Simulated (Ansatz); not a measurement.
# Al under changes of volume

One of the cells (16.603 Å³/atom); the others are scaled copies at fixed shape and fractional positions:

```
Al
1.0
     0.00000    2.02481    2.02481
     2.02481    0.00000    2.02481
     2.02481    2.02481    0.00000
Al
1
Cartesian
  0.0000 0.0000 0.0000
```

| Quantity | Value |
| --- | --- |
| Program | Ansatz 0.2.0 |
| Functional | PBE |
| Potentials or basis | SSSP efficiency PAW |
| Cutoff | 408 eV |
| Density cutoff | 4082 eV |
| k mesh | 11 × 11 × 11 |
| Occupations | fermi-dirac, width 0.05 eV |
| Spin | no spin polarisation |

```csv
volume (Å³/atom),energy over the lowest point (meV/atom),pressure (GPa)
15.607,13.09,5.0
15.939,4.87,3.0
16.271,0.65,1.2
16.603,0.00,-0.5
16.935,2.56,-1.9
17.267,7.99,-3.3
17.599,?,?
```

Q: What does the run at 17.599 Å³/atom give?

A: Energy over the lowest point 15.99 meV/atom; pressure -4.4 GPa.

Worked out: A Birch-Murnaghan fit of order 3 (a polynomial in V^(-2/3)) to the other rows has its minimum at 16.50 Å³/atom with B0 = V·E''(V) = 79 GPa and B' = 4.5. It gives 15.99 meV/atom at 17.599 Å³/atom, against the run's 15.99, and -dE/dV = -4.4 GPa, against -4.4.

Energies are extrapolated to zero smearing.
